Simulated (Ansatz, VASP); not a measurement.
# La4VB23: VASP beside Ansatz

One calculation is typed for both programs; each brings its own data sets and cutoff. How far apart do they land? The structure shown is the end of the VASP relaxation below.

Main program and level: Ansatz 0.2.0; plane waves, with VASP 6.6.1 beside it; single point at PBEsol.

**1. The starting structure**

The cell holds 28 atoms: 4 La, 1 V and 23 B. Its edges and angles: a = 7.156 Å, b = 7.156 Å, c = 7.156 Å, α = 109.5°, β = 109.5°, γ = 109.5°. It derives from LaB6. Nearest the centre at fractional (0.650, 0.650, 0.500): V5 at 0.16 Å, B13 at 1.88 Å, B17 at 1.88 Å, B25 at 1.88 Å, B21 at 1.88 Å, B10 at 1.98 Å, B9 at 2.42 Å, La2 at 3.06 Å.

**2. VASP: relaxation, PBEsol**

This run makes the geometry at which the two programs are then compared.

Lines of VASP's logs that name or quote its potential files are left out, and so is its time.

INCAR reads:

```
SYSTEM = La4VB23
PREC = Normal
ENCUT = 320
EDIFF = 1E-05
NELM = 120
ISMEAR = 1
SIGMA = 0.2
LREAL = Auto
ALGO = Fast
GGA = PS
NBANDS = 80
ISPIN = 2
MAGMOM = 0 0 0 0 0.6 0 0 0 0 0.6 0 0 0.6 0 0 0 0.6 0 0 0 0 0 0 0 0 0 0 0
LASPH = .TRUE.
LMAXMIX = 6
AMIX = 0.2
BMIX = 1E-04
AMIX_MAG = 0.8
BMIX_MAG = 1E-04
LORBIT = 11
LWAVE = .FALSE.
LCHARG = .TRUE.
KPAR = 4
IBRION = 2
NSW = 50
ISIF = 2
EDIFFG = -0.03
POTIM = 0.4
MAXMIX = 40
ISYM = 2
```

POSCAR reads:

```
La4VB23
1.0
   -4.1312644964      4.1312644964      4.1312644964
    4.1312644964     -4.1312644964      4.1312644964
    4.1312644964      4.1312644964     -4.1312644964
La V B
4 1 23
Direct
    0.0000000000      0.0000000000      0.0000000000
    0.5000000000      0.5000000000      0.0000000000
    0.5000000000      0.0000000000      0.5000000000
    0.0000000000      0.5000000000      0.5000000000
    0.6501974300      0.6501974300      0.5000000000
    0.1501974300      0.1501974300      0.5000000000
    0.1501974300      0.6501974300      0.0000000000
    0.6501974300      0.1501974300      0.0000000000
    0.3498025700      0.3498025700      0.5000000000
    0.8498025700      0.8498025700      0.5000000000
    0.8498025700      0.3498025700      0.0000000000
    0.3498025700      0.8498025700      0.0000000000
    0.6501974300      0.5000000000      0.6501974300
    0.1501974300      0.0000000000      0.6501974300
    0.1501974300      0.5000000000      0.1501974300
    0.6501974300      0.0000000000      0.1501974300
    0.5000000000      0.6501974300      0.6501974300
    0.0000000000      0.1501974300      0.6501974300
    0.0000000000      0.6501974300      0.1501974300
    0.5000000000      0.1501974300      0.1501974300
    0.3498025700      0.5000000000      0.3498025700
    0.8498025700      0.0000000000      0.3498025700
    0.8498025700      0.5000000000      0.8498025700
    0.3498025700      0.0000000000      0.8498025700
    0.5000000000      0.3498025700      0.3498025700
    0.0000000000      0.8498025700      0.3498025700
    0.0000000000      0.3498025700      0.8498025700
    0.5000000000      0.8498025700      0.8498025700
```

KPOINTS reads:

```
Automatic mesh
0
Gamma
4 4 4
0 0 0
```

PAW data sets: La, V and B (PBE family, release 64).

Run with:

```
$ mpirun -np 4 vasp_std
```

Numbers of over 12 decimals in the logs are rounded to 6 here.

Output:

```text
[banner, memory and clock lines left out]
running    4 mpi-ranks, on    1 nodes
 distrk:  each k-point on    1 cores,    4 groups
 distr:  one band on    1 cores,    1 groups

 POSCAR found type information on POSCAR LaV B
 POSCAR found :  3 types and      28 ions
|                                                                             |
|               ----> ADVICE to this user running VASP <----                  |
|                                                                             |
|     You enforced a specific xc type in the INCAR file but a different       |
|     [... a line on the potential file left out ...]
|     I HOPE YOU KNOW WHAT YOU ARE DOING!                                     |
|                                                                             |

 LDA part: xc-table for (Slater+PW92), standard interpolation
 POSCAR, INCAR and KPOINTS ok, starting setup
 FFT: planning ... GRIDC
 FFT: planning ... GRID_SOFT
 FFT: planning ... GRID
 WAVECAR not read
 entering main loop
       N       E                     dE             d eps       ncg     rms          rms(c)
DAV:   1     0.109742117244E+04    0.10974E+04   -0.29531E+04  7728   0.129E+03
DAV:   2     0.147771745848E+03   -0.94965E+03   -0.86213E+03  8944   0.345E+02
DAV:   3    -0.175282373896E+03   -0.32305E+03   -0.31196E+03 11672   0.180E+02
DAV:   4    -0.214264167978E+03   -0.38982E+02   -0.37957E+02 13712   0.941E+01
DAV:   5    -0.216914422474E+03   -0.26503E+01   -0.26081E+01 14472   0.262E+01    0.456E+01
RMM:   6    -0.202062072559E+03    0.14852E+02   -0.20633E+01 10675   0.187E+01    0.289E+01
RMM:   7    -0.198879296817E+03    0.31828E+01   -0.75051E+01 11578   0.249E+01    0.865E+00
RMM:   8    -0.198275045740E+03    0.60425E+00   -0.69825E+00 11307   0.125E+01    0.117E+01
RMM:   9    -0.199002084483E+03   -0.72704E+00   -0.54359E+00 13183   0.505E+00    0.118E+01
RMM:  10    -0.200663001964E+03   -0.16609E+01   -0.46193E+00 12308   0.610E+00    0.916E+00
RMM:  11    -0.199110236080E+03    0.15528E+01   -0.14846E+00 11106   0.696E+00    0.706E+00
RMM:  12    -0.197919948295E+03    0.11903E+01   -0.29711E+00 11452   0.638E+00    0.465E+00
RMM:  13    -0.197906532341E+03    0.13416E-01   -0.42451E-01 12932   0.217E+00    0.478E+00
RMM:  14    -0.197656061477E+03    0.25047E+00   -0.54912E-01 11783   0.282E+00    0.256E+00
[...]
RMM:  34    -0.197528491979E+03   -0.66713E-03   -0.80041E-03  7413   0.199E-01    0.308E-01
RMM:  35    -0.197529143021E+03   -0.65104E-03   -0.77027E-03  7443   0.190E-01    0.292E-01
RMM:  36    -0.197529843952E+03   -0.70093E-03   -0.81875E-03  7338   0.182E-01    0.326E-01
RMM:  37    -0.197530261475E+03   -0.41752E-03   -0.54279E-03  7170   0.170E-01    0.290E-01
RMM:  38    -0.197530819038E+03   -0.55756E-03   -0.64586E-03  7453   0.168E-01    0.290E-01
RMM:  39    -0.197531198133E+03   -0.37910E-03   -0.46199E-03  7716   0.167E-01    0.275E-01
RMM:  40    -0.197531712663E+03   -0.51453E-03   -0.60978E-03  7112   0.157E-01    0.293E-01
RMM:  41    -0.197532018461E+03   -0.30580E-03   -0.37726E-03  7088   0.151E-01    0.291E-01
[...]
RMM:  12    -0.201277201105E+03   -0.72824E-05   -0.82313E-05  6750   0.426E-02
  16 F= -.20127720E+03 E0= -.20127842E+03  d E =-.106446E-01  mag=     0.5155
[... from here on, the cycles between the ionic steps are left out ...]
  17 F= -.20127783E+03 E0= -.20127907E+03  d E =-.112729E-01  mag=     0.5080
  18 F= -.20128039E+03 E0= -.20128151E+03  d E =-.255938E-02  mag=     0.4830
  19 F= -.20128130E+03 E0= -.20128246E+03  d E =-.346570E-02  mag=     0.4908
  20 F= -.20128281E+03 E0= -.20128408E+03  d E =-.151818E-02  mag=     0.4824
  21 F= -.20128294E+03 E0= -.20128423E+03  d E =-.164410E-02  mag=     0.4810
  22 F= -.20128357E+03 E0= -.20128492E+03  d E =-.627567E-03  mag=     0.4725
  23 F= -.20128363E+03 E0= -.20128497E+03  d E =-.692425E-03  mag=     0.4738
  24 F= -.20128381E+03 E0= -.20128512E+03  d E =-.173955E-03  mag=     0.4672
  25 F= -.20128382E+03 E0= -.20128514E+03  d E =-.191173E-03  mag=     0.4692
  26 F= -.20128383E+03 E0= -.20128515E+03  d E =-.197525E-03  mag=     0.4686
  27 F= -.20128383E+03 E0= -.20128515E+03  d E =-.199935E-03  mag=     0.4690
 curvature:  -0.20 expect dE=-0.589E-04 dE for cont linesearch -0.406E-06
 trial: gam= 0.31316 g(F)=  0.294E-03 g(S)=  0.000E+00 ort = 0.532E-04 (trialstep = 0.757E+00)
 search vector abs. value=  0.464E-03
 bond charge predicted
       N       E                     dE             d eps       ncg     rms          rms(c)
DAV:   1    -0.201283848480E+03   -0.17037E-04   -0.14892E-02  9344   0.457E-01    0.471E-02
RMM:   2    -0.201283884146E+03   -0.35666E-04   -0.91233E-04  9856   0.212E-01    0.343E-02
RMM:   3    -0.201283920226E+03   -0.36080E-04   -0.33926E-04  8584   0.729E-02    0.286E-02
RMM:   4    -0.201283925432E+03   -0.52059E-05   -0.66334E-05  6928   0.413E-02
  28 F= -.20128393E+03 E0= -.20128523E+03  d E =-.938730E-04  mag=     0.4652
 trial-energy change:   -0.000094  1 .order   -0.000080   -0.000235    0.000075
 step:   0.5740(harm=  0.5740)  dis= 0.00059  next Energy=  -201.283921 (dE=-0.890E-04)
 reached required accuracy - stopping structural energy minimisation
```

[end of part 1 of 3]

[Lines on the potential files, build, host, timing and source positions are cut from VASP's logs without a mark.]

[Logs are printed without paths, hosts, clocks, repeated set-up lines and the standing remarks that a program may print on its own settings, such as how far it seeks lower states.]

[Hosts, paths, dates, database ids (printed as entryN), source tags and the programs' standing remarks are cut or masked in the printed files.]
